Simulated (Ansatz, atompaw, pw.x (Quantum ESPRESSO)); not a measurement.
Pb: one change to the PAW (atompaw) potential, in the atom and in the sc crystal

| Quantity | Value |
| --- | --- |
| Element | Pb |
| Generator | atompaw 4.2.0.5 |
| Type | PAW |
| Functional | PBE |
| Relativity | scalar-relativistic |
| Frozen core | [Kr] 4d10 4f14 |
| Valence charge | 22 |
| Reference configuration | 5s2 5p6 5d10 6s2 6p2 |
| Partial waves | 5s (bound): rc 1.60 bohr; 6s (bound): rc 1.25 bohr; 5p (bound): rc 1.45 bohr; 6p (bound): rc 1.65 bohr; 5d (bound): rc 2.40 bohr; 5d channel at -1.1 Ry: rc 2.40 bohr |
| Local potential | troulliermartins scheme with l = 3 at 0 Ry, radius 2.15 bohr |
| Core correction | smooth core density matched at 2.15 bohr |
| Augmentation charge | gaussian compensation charge, radius 2.25 bohr; PAW radius 2.40 bohr; waves and projectors: modrrkj vanderbiltortho |

Change: all radii scaled by about 1.12 (s 1.78, p 1.62, d 2.68 bohr); local potential troulliermartins scheme with l = 3 at 0 Ry, radius 2.40 bohr; augmentation gaussian compensation charge, radius 2.52 bohr; PAW radius 2.68 bohr; waves and projectors: modrrkj vanderbiltortho; core correction smooth core density matched at 2.40 bohr.

Cutoffs, loose and tight: the cutoffs (Ry, on a coarse ladder) from which the occupation-weighted sum of valence levels, in a spherical-Bessel basis at the reference potential, stays within 10 and 1 mRy of its value at 400 Ry. They see the waves and projectors alone, not the compensation charge or the core.

Crystal test: sc Pb in pw.x 7.5, no spin, 10³ k-points, Fermi–Dirac smearing 0.01 Ry, cutoffs set for each file from its atomic test. The reference is all-electron LAPW (Ansatz 0.2.0) with the same functional, mesh and smearing; V0 and B0 come from Birch–Murnaghan fits to the pressures at five volumes. Errors are pseudo minus all-electron; Δ is the rms difference of the E(V) curves that follow from these fits, minima aligned, over ±6 % about the mean V0. Mesh and smearing are coarse, so the numbers serve the comparison and aren't converged zero-temperature values; the lattice is a test structure that the element need not adopt.

All-electron: a0 = 3.254 Å (V0 = 34.44 Å³/atom), B0 = 34.9 GPa.

Task: Does the change bring the crystal closer to the all-electron result?

Result: The mean pressure error goes from -0.39 to -0.54 GPa, so the change moves the solid further from the all-electron pressures.

| quantity | base | changed |
| --- | --- | --- |
| outcome (atom) | generated | generated |
| cutoff, loose (atom) | 50 Ry | 45 Ry |
| cutoff, tight (atom) | 90 Ry | 70 Ry |
| bound ghosts (atom) | none | none |
| cutoffs in pw.x (Ry) | 110/900 | 85/850 |
| a0 (Å) | 3.242 | 3.237 |
| a0 error (%) | -0.36 | -0.51 |
| B0 error (%) | +1.9 | +3.8 |
| Δ (meV/atom) | 2.9 | 4.1 |
| mean pressure error (GPa) | -0.39 | -0.54 |

Changed file: This is a poor potential for the solid.
